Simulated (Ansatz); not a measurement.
# BN: energy against volume in PBE, exact exchange and the RPA

One table from this session's results is given with a row withheld; the runs are named, their logs left out.

The runs shown are made with Ansatz 0.2.0. PBE orbitals, norm-conserving pseudopotentials, plane waves. The cell comes from a prototype generator: it can be a known phase or a hypothetical one. Spin polarisation is off.

## The system as given

The cell was relaxed beforehand with r2SCAN; volume changes: +0 %, -5 %, +5 %, -10 %, +10 %.

It is hexagonal, P6_3/mmc (No. 194); a = 2.491 Å, c = 4.001 Å in the conventional setting, 5.38 Å³ an atom. Near B stand 6 N at 1.75 Å and 2 B at 2.00 Å; near N stand 6 B at 1.75 Å.

As a file:

```xyz
4
Lattice="2.4913 0.0000 0.0000 -1.2457 2.1576 0.0000 0.0000 0.0000 4.0011" Properties=species:S:1:pos:R:3 pbc="T T T"
B     0.0000    0.0000    0.0000
B     0.0000    0.0000    2.0005
N     0.0000    1.4384    1.0003
N     1.2457    0.7192    3.0008
```

The first run:

input.yaml reads:

```yaml
crystal:
  lattice:
    - [2.4913353502, 0.0, 0.0]
    - [-1.2456676751, 2.1575597026, 0.0]
    - [0.0, 0.0, 4.0010591828]
  atoms:
    - { symbol: B, position: [0.0, 0.0, 0.0] }
    - { symbol: B, position: [0.0, 0.0, 0.5] }
    - { symbol: "N", position: [0.3333333333, 0.6666666667, 0.25] }
    - { symbol: "N", position: [0.6666666667, 0.3333333333, 0.75] }
kpoints:
  mp_grid: { grid: [6, 6, 4] }
hamiltonian:
  xc: pbe
  pseudopotentials: { kind: nc }
scf:
  occupations: { method: fixed }
output:
  rpa_energy:
    ecut_chi_ladder: [231, 259, 287, 319, 350]
    long_wavelength: optical_limit
basis:
  ecutwfc: 1240.0
```

Steps of the session up to this table: The unscaled cell; Volume -5 %; Volume +5 %; Volume -10 %; Volume +10 %.

One of the session's tables, all rows but one given; the rest of the session is left out.

Energies in meV/atom from the unscaled cell:

| volume (Å³/atom) | PBE | exact exchange | EXX+RPA | RPA correlation |
| --- | --- | --- | --- | --- |
| 4.839 | 93.5 | 30.9 | 90.8 | 59.9 |
| 5.108 | ? | ? | ? | ? |
| 5.377 | 0.0 | 0.0 | 0.0 | 0.0 |
| 5.645 | 7.1 | 42.2 | 8.6 | -33.6 |
| 5.914 | 40.0 | 112.1 | 42.8 | -69.3 |

**Question.** Estimate the row for volume (Å³/atom) = 5.108.

Worked estimate for «PBE». A straight line through the neighbours (4.839, 93.5) and (5.377, 0.0) gives 93.5 + (0.0 − 93.5) × (5.108 − 4.839) / (5.377 − 4.839) = 46.8; a parabola fitted to 3 rows on both sides gives 28.8.

The run gave: PBE: 25.8; exact exchange: -6.9; EXX+RPA: 24.5; RPA correlation: 31.5. In «PBE» the line misses by +21.0 and the parabola by +3.0.
